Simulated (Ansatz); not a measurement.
**Li2S: energy and pressure over a range of volumes**

One table from this session's results is given with a row withheld; the runs are named, their logs left out.

Program: Ansatz 0.2.0. Level of theory: DFT LDA, scalar-relativistic. These are calculated values, not measurements.

## Starting point

It takes space group Fm-3m (No. 225, cubic). Conventional cell: a = 5.708 Å, b = 5.708 Å, c = 5.708 Å, α = 90.00°, β = 90.00°, γ = 90.00°. Li (site symmetry -43m) has 4 S at 2.47 Å in its first shell of neighbours. S (site symmetry m-3m) has 8 Li at 2.47 Å in its first shell of neighbours.

Structure file:

```
CELL_PARAMETERS angstrom
0.00000 2.85400 2.85400
2.85400 0.00000 2.85400
2.85400 2.85400 0.00000
ATOMIC_POSITIONS crystal
Li 0.25000 0.25000 0.25000
Li 0.75000 0.75000 0.75000
S 0.00000 0.00000 0.00000
```

The structure is an experimental refinement, used without relaxation.

Atoms are numbered in the order of the input: Li1, Li2, S3.

The first run:

input.yaml

```yaml
crystal:
  lattice:
    - [0.0, 2.7957387543, 2.7957387543]
    - [2.7957387543, 0.0, 2.7957387543]
    - [2.7957387543, 2.7957387543, 0.0]
  atoms:
    - { symbol: Li, position: [0.25, 0.25, 0.25] }
    - { symbol: Li, position: [0.75, 0.75, 0.75] }
    - { symbol: S, position: [0.0, 0.0, 0.0] }
kpoints:
  mp_grid: { grid: [7, 7, 7] }
  band_path:
    path:
      - [0.0, 0.0, 0.0]
      - [0.5, 0.0, 0.5]
      - [0.625, 0.25, 0.625]
      - [0.375, 0.375, 0.75]
      - [0.0, 0.0, 0.0]
      - [0.5, 0.5, 0.5]
      - [0.5, 0.25, 0.75]
      - [0.5, 0.0, 0.5]
    npoints: 5
scf:
  occupations: { method: fermi_dirac, width: 0.02 }
hamiltonian:
  xc: lda
  pseudopotentials: { kind: all_electron, lapw: { basis_error: 0.001 } }
output:
  forces: true
  stress: true
  eigenvalues: true
```

The run is started by

```sh
$ ansatz run input.yaml --threads 1 --pin off --max-ram 4096MiB --backend cpu --events-out ev --progress --plain --runs-dir out
```

Steps of the session up to this table: Volume × 0.94, LAPW; Volume × 0.94, PAW; Volume × 0.94, crystal datasets; Volume × 0.98, LAPW; Volume × 0.98, PAW; Volume × 0.98, crystal datasets; Volume × 1.01, LAPW; Volume × 1.01, PAW; Volume × 1.01, crystal datasets; Volume × 1.04, LAPW; Volume × 1.04, PAW; Volume × 1.04, crystal datasets.

One table of the session follows, with a row left open; its other results are not shown here.

| method | volume (Å³/atom) | pressure (GPa) | gap on the k mesh (eV) |
| --- | --- | --- | --- |
| LAPW | 14.568 | -0.56 | 3.28 |
| LAPW | 15.188 | -2.25 | 3.31 |
| LAPW | 15.498 | -2.97 | 3.32 |
| LAPW | 15.653 | -3.30 | 3.32 |
| LAPW | 16.118 | -4.19 | 3.34 |
| PAW | 14.568 | -0.59 | 3.28 |
| PAW | 15.188 | -2.27 | 3.31 |
| PAW | 15.498 | -2.99 | 3.32 |
| PAW | 15.653 | -3.32 | 3.32 |
| PAW | 16.118 | -4.22 | 3.33 |
| crystal datasets | 14.568 | ? | ? |
| crystal datasets | 15.188 | -2.25 | 3.31 |
| crystal datasets | 15.498 | -2.97 | 3.32 |
| crystal datasets | 15.653 | -3.30 | 3.32 |
| crystal datasets | 16.118 | -4.20 | 3.34 |

**Question.** Estimate the row for crystal datasets, 14.568.

**Answer.** pressure (GPa): -0.57; gap on the k mesh (eV): 3.28. In the column «pressure (GPa)» it lies between PAW, 14.568 (-0.59) and LAPW, 14.568 (-0.56).

To keep in mind: Warnings in the runs' records: crystal datasets made.
